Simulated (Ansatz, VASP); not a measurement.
## Co in VASP and in Ansatz

```xyz
4
Lattice="2.4706 0.0000 0.0000 -1.2353 2.1396 0.0000 0.0000 0.0000 8.0882" Properties=species:S:1:pos:R:3 pbc="T T T"
Co    1.2353    0.7132    6.0662
Co    0.0000    0.0000    4.0441
Co    0.0000    1.4264    2.0221
Co    0.0000    0.0000    0.0000
```

Alike in both runs: task single point; functional PBEsol; k mesh 12 × 12 × 4; occupations fermi-dirac, width 0.05 eV; no spin polarisation.

|  | VASP | Ansatz |
| --- | --- | --- |
| version | VASP 6.6.1 | Ansatz 0.2.0 |
| potentials or method | VASP PAW PBE potentials, release 64 (Co), cutoff 520 eV | all-electron LAPW, scalar-relativistic |

```csv
,VASP,Ansatz,Ansatz less VASP
gap on the k mesh at the Fermi level (eV),none,none,-
pressure (GPa),-19.1,-18.7,+0.45
largest component of the traceless stress (GPa),0.99,1.02,+0.035
```

A gap of «none» marks a metal or a gap that the smearing closes. Ansatz ran all-electron here, so the differences hold the error of VASP's frozen core and of both bases.

Caveats: the run has no spin polarisation, though such a crystal can be magnetic; so large a pressure means that the cell lies far from this level's equilibrium, or that cutoff or potentials fall short (VASP); the potentials were made for another functional, which shifts forces and pressure (VASP). Spin polarisation is off, so any magnetic state and its effect on volume and gap are missing.
